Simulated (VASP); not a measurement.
The system is SnSe2.

```
CELL_PARAMETERS angstrom
3.81100 0.00000 0.00000
-1.90550 3.30042 0.00000
0.00000 0.00000 6.13600
ATOMIC_POSITIONS crystal
Sn 0.00000 0.00000 0.00000
Se 0.66667 0.33333 0.75100
Se 0.33333 0.66667 0.24900
```

Base run:

```yaml
Program: VASP 6.6.1
Functional: rSCAN
Potentials_or_basis: VASP PAW PBE potentials, release 64 (Sn_d, Se)
Cutoff: 520 eV
k_mesh: 8 × 8 × 5
Occupations: fermi-dirac, width 0.05 eV
Spin: no spin polarisation
```

Its results: band gap on the k mesh 1.08 eV, indirect (least direct gap 1.49 eV); pressure 3.6 GPa; largest force 0.523 eV/Å.

Q: The run is repeated on the same cell with these changes: functional from rSCAN to AM05. What comes out?

A: Band gap on the k mesh 0.77 eV, indirect (least direct gap 1.07 eV); pressure 2.9 GPa; largest force 0.525 eV/Å.

rSCAN gives the wider gap, since meta-GGAs in the generalised Kohn-Sham scheme recover part of the derivative discontinuity.

Caveats: the PAW data sets were made with another functional, which shifts forces and pressure a little; spin-orbit coupling is left out, which moves the levels of the heavy elements; the mesh misses the band edges, which the band path finds closer together (some runs); this functional lacks dispersion, which binds the layers, so the pressure and a relaxed spacing across them are unreliable (some runs).

Not every run made on this cell is shown here.
